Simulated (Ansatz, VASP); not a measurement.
# CO2 in VASP and in Ansatz

INCAR

```
SYSTEM = CO2
PREC = Accurate ; ENCUT = 520
EDIFF = 1E-7 ; ISMEAR = 0
SIGMA = 0.02 ; LREAL = .False.
LASPH = .True. ; NELM = 60
ALGO = Normal ; ISIF = 2
LWAVE = .False. ; LCHARG = .False.
GGA = PS ; NBANDS = 25
```

KPOINTS

```
Automatic mesh
0
Gamma
  8 8 4
  0 0 0
```

Contents of POSCAR:

```
CO2
1.0
    2.3597517570     -2.1635385018      0.0000000000
    2.3597517570      2.1635385018      0.0000000000
    0.0000000000      0.0000000000      6.0106160071
C O
2 4
Direct
    0.0000000000      0.0000000000      0.0000000000
    0.5000000000      0.5000000000      0.5000000000
    0.7844431689      0.2155568311      0.8845530487
    0.2155568311      0.7844431689      0.1154469513
    0.7155568311      0.2844431689      0.3845530487
    0.2844431689      0.7155568311      0.6154469513
```

Input for Ansatz:

```yaml
crystal:
  lattice:
    - [2.359751757, -2.1635385018, 0.0]
    - [2.359751757, 2.1635385018, 0.0]
    - [0.0, 0.0, 6.0106160071]
  atoms:
    - { symbol: C, position: [0.0, 0.0, 0.0] }
    - { symbol: C, position: [0.5, 0.5, 0.5] }
    - { symbol: O, position: [0.7844431689, 0.2155568311, 0.8845530487] }
    - { symbol: O, position: [0.2155568311, 0.7844431689, 0.1154469513] }
    - { symbol: O, position: [0.7155568311, 0.2844431689, 0.3845530487] }
    - { symbol: O, position: [0.2844431689, 0.7155568311, 0.6154469513] }
basis:
  ecutwfc: 420
kpoints:
  mp_grid: { grid: [8, 8, 4] }
  band_path:
    path:
      - [[0.0, 0.0, 0.0], [0.5, 0.5, 0.0], [0.4601535, 0.5398465, 0.0]]
      - [[-0.4601535, 0.4601535, 0.0], [0.0, 0.0, 0.0], [0.0, 0.0, 0.5], [-0.4601535, 0.4601535, 0.5]]
      - [[0.4601535, 0.5398465, 0.5], [0.5, 0.5, 0.5], [0.5, 0.5, 0.0]]
      - [[0.0, 0.0, 0.0], [0.0, 0.5, 0.0], [0.0, 0.5, 0.5], [0.0, 0.0, 0.5], [0.5, 0.5, 0.5]]
    npoints: 12
hamiltonian:
  xc: pbesol
scf:
  occupations: { method: gaussian, width: 0.02 }
  n_extra_bands: 6
output:
  forces: true
  stress: true
  eigenvalues: true
```

Alike in both runs: task single point; functional PBEsol; k mesh 8 × 8 × 4; occupations gaussian, width 0.02 eV; no spin polarisation.

```csv
,VASP,Ansatz
version,VASP 6.6.1,Ansatz 0.2.0
potentials or method,"VASP PAW PBE potentials, release 64 (C, O)","scalar-relativistic, plane waves, PAW"
plane-wave cutoff (eV),520,420
valence electrons in the cell,32,32
```

```tsv
	VASP	Ansatz	Ansatz less VASP
gap on the k mesh at the Fermi level (eV)	6.02	6.03	+0.009
least direct gap on the mesh (eV)	7.05	7.05	+0.006
pressure (GPa)	11.5	9.0	-2.45
largest component of the traceless stress (GPa)	2.88	0.01	-2.878
rms of the force components (eV/Å)	0.342	0.000	-0.3418
```

Atom by atom the forces differ by 0.342 eV/Å (rms over components).

Caveats: the standard files for N, O and F lose accuracy on very short bonds; the PAW data sets were made with another functional, which shifts forces and pressure a little (VASP). A k mesh can miss the band edges.
